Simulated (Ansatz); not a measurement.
# P: the cost of one run

Program: Ansatz 0.2.0. Level of theory: DFT PBE, scalar-relativistic, plane waves, PAW. These are calculated values, not measurements.

### 1 The structure to begin with

Symmetry: P4_2/mmc, No. 131, tetragonal system. The conventional cell has a = 4.101 Å, b = 4.101 Å, c = 4.471 Å, α = 90.00°, β = 90.00°, γ = 90.00°. P (site symmetry 2mm) is surrounded by 3 P at 1.85 to 2.06 Å. Around P (site symmetry -4m2) lie 6 P at 2.06 to 2.24 Å.

Coordinates:

```
P
1.0
     4.10101    0.00000    0.00000
     0.00000    4.10101    0.00000
     0.00000    0.00000    4.47073
P
6
Direct
  0.50000 0.00000 0.70730
  0.00000 0.50000 0.79270
  0.00000 0.50000 0.20730
  0.50000 0.00000 0.29270
  0.50000 0.50000 0.75000
  0.50000 0.50000 0.25000
```

The cell is invented: 3-, 6-connected net of one element (P4_2/mmc, No. 131). The dimensions are guesses.

### 2 The guess as it stands, on a coarse mesh

input.yaml

```yaml
crystal:
  lattice:
    - [4.10101357, 0.0, 0.0]
    - [0.0, 4.10101357, 0.0]
    - [0.0, 0.0, 4.47072827]
  atoms:
    - { symbol: P, position: [0.5, 0.0, 0.70729674] }
    - { symbol: P, position: [0.0, 0.5, 0.79270326] }
    - { symbol: P, position: [0.0, 0.5, 0.20729674] }
    - { symbol: P, position: [0.5, 0.0, 0.29270326] }
    - { symbol: P, position: [0.5, 0.5, 0.75] }
    - { symbol: P, position: [0.5, 0.5, 0.25] }
basis:
  ecutwfc: 420
kpoints:
  mp_grid: { grid: [4, 4, 4] }
hamiltonian:
  xc: pbe
scf:
  occupations: { method: gaussian, width: 0.1 }
  lower_state_search: "off"
output:
  forces: true
  stress: true
  eigenvalues: true
```

Command:

```
> ansatz run input.yaml --threads 1 --pin off --max-ram 2560MiB --backend cpu --events-out ev --progress --plain --runs-dir out
```

Q: Estimate wall time and peak memory on 1 thread of Arm Neoverse V2, shared host.

About 1.5 s, with a peak of 0.29 GiB.
